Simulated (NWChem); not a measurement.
# I (P-1) in NWChem: further runs, part 2 of 2

NWChem 7.2.2.

### 5 Single point, PBE (cell sheared at random, sigma 0.1, atoms nudged by 0.01 Å)

Contents of i.nw:

```
start i
title "I scf"
memory 1800 mb
geometry units angstrom nocenter noautosym noautoz print
  system crystal
    lattice_vectors
        -1.1337709400    1.4011130500    4.2275368600
         1.7341756600   -2.1521655600    4.7400857500
         2.1500238200    4.1868130800   -9.0247567400
  end
  I   0.0000000000  0.0000000000  0.0000000000
  I   0.0000000000  0.0000000000 -0.5000000000
end
nwpw
  simulation_cell
    ngrid 30 36 64
  end
  xc pbe96
  cutoff 26.0
  ewald_ncut 8
  ewald_rcut 3.0
  pseudopotentials
    I library TM
  end
  monkhorst-pack 3 3 1
  smear 0.0018375 fermi orbitals 5
  scf pulay alpha 0.5 iterations 5 outer_iterations 1
  loop 10 10
  tolerances 1e-08 1e-08
  band_dplot
    density total rho.cube
    elf restricted elf.cube
  end
end
set includestress .true.
task band gradient
task band band_dplot
```

Potentials or basis: NWChem's TM library (Troullier-Martins).

Command:

```sh
> nwchem i.nw > i.out
```

i.out:

```text
Northwest Computational Chemistry Package (NWChem) 7.2.2
             --------------------------------------------------------

                                NWChem Input Module
                                -------------------

                                       I scf
                                       -----

                             Geometry "geometry" -> ""
                             -------------------------

 Output coordinates in angstroms (scale by  1.889725989 to convert to a.u.)

  No.       Tag          Charge          X              Y              Z
 ---- ---------------- ---------- -------------- -------------- --------------
    1 I                   53.0000     0.00000000     0.00000000     0.00000000
    2 I                   53.0000     1.07501191     2.09340654    -4.51237837

      Lattice Parameters
      ------------------

      lattice vectors in angstroms (scale by  1.889725989 to convert to a.u.)

      a1=<  -1.134   1.401   4.228 >
      a2=<   1.734  -2.152   4.740 >
      a3=<   2.150   4.187  -9.025 >
      a=       4.596 b=      5.487 c=      10.178
      alpha= 149.378 beta= 137.931 gamma=  53.337
      omega=    86.9

      reciprocal lattice vectors in a.u.

      b1=<  -0.016   0.988   0.455 >
      b2=<   1.160   0.044   0.297 >
      b3=<   0.602   0.486   0.000 >

      Atomic Mass
      -----------

      I                126.900400

          **********************************************************
[... 12 lines left out ...]
          **********************************************************
          ================ input data ========================
 Generating 1d pseudopotential for I

 Generated formatted_filename: ./I.cpp
 random planewave guess, initial psi:i.movecs
-   spin, nalpha, nbeta: 1   12    0

 input psi filename:./i.movecs

 options:
      boundary conditions  = periodic    (version3)
      electron spin        = restricted
      exchange-correlation = PBE96 (White and Bird) parameterization

 elements involved in the cluster:
      1: I   core charge: 7.0  lmax=1
             comment    : Troullier-Martins pseudopotential
             pseudpotential type            :   0
             highest angular component      :   1
             local potential used           :   0
             number of non-local projections:   3
             semicore corrections included  :  1.530 (radius)  4.447 (charge)
             cutoff =   1.998   2.236

 total charge:   0.000

[... 102 lines left out ...]

 Brillouin zone point:      1
    weight=  0.222222
    k     =<   0.333   0.333  -0.000> . <b1,b2,b3>
          =<   0.381   0.344   0.250>
[... 69 lines left out ...]
 orbital energies:
     0.2672316E+00 (   7.272eV) occ=0.000
     0.2348168E+00 (   6.390eV) occ=0.000
     0.2150272E+00 (   5.851eV) occ=0.000
     0.1162898E+00 (   3.164eV) occ=0.962
     0.8584229E-01 (   2.336eV) occ=1.000
     0.2987990E-01 (   0.813eV) occ=1.000
     0.1580303E-01 (   0.430eV) occ=1.000
    -0.9573155E-01 (  -2.605eV) occ=1.000
    -0.2721898E+00 (  -7.407eV) occ=1.000
    -0.4110462E+00 ( -11.185eV) occ=1.000

 Total BAND energy   :  -0.2785242709E+02

 Total PSPW energy (charge correction - E + 0.5*q**2*mandelung/rs) :  -0.2785242709E+02

========================
= Gradient calculation =
========================

Translation force removed: (   -0.00000    0.00001    0.00003)

          =============  Ion Gradients =================
 Ion Forces:
        1 I    (   -0.00000    0.00001    0.00001 )
        2 I    (    0.00000   -0.00001   -0.00001 )
        C.O.M. (   -0.00000   -0.00000   -0.00000 )
          ===============================================
          |F|       =   0.198396E-04
          |F|/nion  =   0.991981E-05
          max|Fatom|=   0.140287E-04 (   0.001eV/Angstrom)

 Generated formatted_stress_filename: ./I.cpp2

======================
= Stress calculation =
======================

          ============= total gradient ==============
      S =  (    0.00108   -0.01520   -0.00733 )
           (    0.00671    0.00146    0.00401 )
           (    0.00084    0.00023   -0.00038 )
          ===================================================
          |S|      = 0.18712E-01

       dE/da     =     0.00256
       dE/db     =    -0.00518
       dE/dc     =     0.00043
       dE/dalpha =     0.13649
       dE/dbeta  =    -0.06961
       dE/dgamma =    -0.02061

 output psi filename:./i.movecs

                                NWChem Input Module
                                -------------------

 >>>> BAND Parallel Module - band_dplot <<<<
          ****************************************************
          *                                                  *
          *                   band DPLOT                     *
          *                                                  *
          *    [ Generates density and orbital grids  ]      *
          *                                                  *
          *     [ NorthWest Chemistry implementation ]       *
          *                                                  *
          *            version #1.00   08/01/05              *
          *                                                  *
          ****************************************************

          ============ BAND DPLOT input data =================

 input psi filename:./i.movecs

 options:
      boundary conditions   = periodic    (version3)

 position tolerance = 0.100000E-02

           origin=<   0.000   0.000   0.000 >

 supercell:
      lattice: a1=<  -2.143   2.648   7.989 >
               a2=<   3.277  -4.067   8.957 >
               a3=<   4.063   7.912 -17.054 >
               b1=<  -0.016   0.988   0.455 >
               b2=<   1.160   0.044   0.297 >
               b3=<   0.602   0.486   0.000 >
      volume :      586.7

 brillouin zone:
     number of zone points:  5
      density     cutoff= 52.000  fft= 30x 36x 64(    10509 waves    10509 per task)
      wavefnc   1 cutoff= 26.000  fft= 30x 36x 64(     3711 waves     3711 per task)
      wavefnc   2 cutoff= 26.000  fft= 30x 36x 64(     3704 waves     3704 per task)
      wavefnc   3 cutoff= 26.000  fft= 30x 36x 64(     3718 waves     3718 per task)
      [... further points ...]

    writing total density to filename: rho.cube
 ELF not implemented
 CPSI_DATA_END, tagmax=                    1
```

It took 2 min on 1 thread of Arm Neoverse N1, shared host; peak memory 0.21 GiB.

These settings aren't checked as converged: the numbers below hold their error.

What came out:

```yaml
Free_energy: -757.9226 eV
Pressure: 0.4 GPa
```

Caveat: the k mesh is coarse (spacing up to 1.46 Å⁻¹), so the values aren't converged; potentials of this library can shift pressures by several GPa and gaps by up to half an eV, enough to turn an indirect gap into a direct one; without spin the log's total energy holds half of the entropy term, while the free energy listed holds all of it.

### 6 Atomic charges, LDA, collinear spin, program default start (cell sheared at random, sigma 0.1, atoms nudged by 0.01 Å)

Contents of i.nw:

```
start i
title "I charges"
memory 1800 mb
geometry units angstrom nocenter noautosym noautoz print
  system crystal
    lat_a 4.59571781
    lat_b 5.48703879
    lat_c 5.08916104
    alpha 149.37756830
    beta 137.93061047
    gamma 53.33666357
  end
  I   0.0000000000  0.0000000000  0.0000000000
end
nwpw
  simulation_cell
    ngrid 30 36 36
  end
  xc lda
  cutoff 26.0
  ewald_ncut 8
  ewald_rcut 3.0
  pseudopotentials
    I library HGH_LDA
  end
  odft
  mult 2
  monkhorst-pack 2 2 3
  smear 0.0018375 fermi orbitals 4
  scf pulay alpha 0.3 iterations 5 outer_iterations 1
  loop 10 10
  tolerances 1e-08 1e-08
  band_dplot
    density total rho.cube
    density diff spin.cube
  end
  mulliken
  apc on
end
task band gradient
task band band_dplot
```

Potentials or basis: NWChem's HGH_LDA library.

Command:

```sh
> nwchem i.nw > i.out
```

i.out:

```text
Northwest Computational Chemistry Package (NWChem) 7.2.2
             --------------------------------------------------------

                                NWChem Input Module
                                -------------------

                                     I charges
                                     ---------

  !!!!!!!!!  geom_3d NEEDS TESTING !!!!!!!!!!

                             Geometry "geometry" -> ""
                             -------------------------

 Output coordinates in angstroms (scale by  1.889725989 to convert to a.u.)

  No.       Tag          Charge          X              Y              Z
 ---- ---------------- ---------- -------------- -------------- --------------
    1 I                   53.0000     0.00000000     0.00000000     0.00000000

      Lattice Parameters
      ------------------

      lattice vectors in angstroms (scale by  1.889725989 to convert to a.u.)

      a1=<   3.686   2.744   0.000 >
      a2=<   0.000   5.487   0.000 >
      a3=<  -1.450  -4.379   2.149 >
      a=       4.596 b=      5.487 c=       5.089
      alpha= 149.378 beta= 137.931 gamma=  53.337
      omega=    43.5

      reciprocal lattice vectors in a.u.

      b1=<   0.902   0.000   0.608 >
      b2=<  -0.451   0.606   0.931 >
      b3=<   0.000   0.000   1.547 >

      Atomic Mass
      -----------

      I                126.900400

          **********************************************************
[... 289 lines left out ...]
    --  ----     -------     -------     -------
     1  I        -15.000       7.000      -8.000
     Total Q     -15.000       7.000      -8.000

 gaussian coefficients of model density
 --------------------------------------

    no  atom     g=0.000     g=0.600     g=0.900     g=1.350
    --  ----     -------     -------     -------     -------
     1  I          7.000     -99.253     189.040    -104.787

=== Electric Field at Atoms ===

      1 I    Atomic Electric Field =(   -0.00000    0.00001   -0.00000 )
                    (ion)          =(   -0.00000   -0.00000   -0.00000 )
                    (electronic)   =(   -0.00000    0.00001   -0.00000 )

 output psi filename:./i.movecs

                                NWChem Input Module
                                -------------------

 >>>> BAND Parallel Module - band_dplot <<<<
          ****************************************************
          *                                                  *
          *                   band DPLOT                     *
          *                                                  *
          *    [ Generates density and orbital grids  ]      *
          *                                                  *
          *     [ NorthWest Chemistry implementation ]       *
          *                                                  *
          *            version #1.00   08/01/05              *
          *                                                  *
          ****************************************************

          ============ BAND DPLOT input data =================

 input psi filename:./i.movecs

 options:
      boundary conditions   = periodic    (version3)

 position tolerance = 0.100000E-02

           origin=<   0.000   0.000   0.000 >

 supercell:
      lattice: a1=<   6.966   5.186   0.000 >
               a2=<   0.000  10.369   0.000 >
               a3=<  -2.739  -8.276   4.061 >
               b1=<   0.902  -0.000   0.608 >
               b2=<  -0.451   0.606   0.931 >
               b3=<   0.000   0.000   1.547 >
      volume :      293.4

 brillouin zone:
     number of zone points:  6
      density     cutoff= 52.000  fft= 30x 36x 36(     5257 waves     5257 per task)
      wavefnc   1 cutoff= 26.000  fft= 30x 36x 36(     1851 waves     1851 per task)
      wavefnc   2 cutoff= 26.000  fft= 30x 36x 36(     1872 waves     1872 per task)
      wavefnc   3 cutoff= 26.000  fft= 30x 36x 36(     1849 waves     1849 per task)
      [... further points ...]

    writing total density to filename: rho.cube
    writing difference density to filename: spin.cube
 CPSI_DATA_END, tagmax=                    1
```

Wall time 76 s (1 thread of Arm Neoverse N1, shared host); peak memory 0.17 GiB.

The run converged, but some of its settings lie outside the range that counts as converged, so its numbers aren't taken as properties of the crystal.

What came out:

```
Free energy     : -312.8304 eV
Net moment      : 1.00 μB per cell
Absolute moment : 1.00 μB per cell
Site moments    : I +0.52 μB
```

Caveat: the k mesh is coarse (spacing up to 1.13 Å⁻¹), so the values aren't converged; the moment was typed in and not searched for the lowest energy, so the state may lie high; HGH potentials are hard and often keep d shells in the core, so these values are rough; the total moment is fixed, so each spin has its own Fermi level.
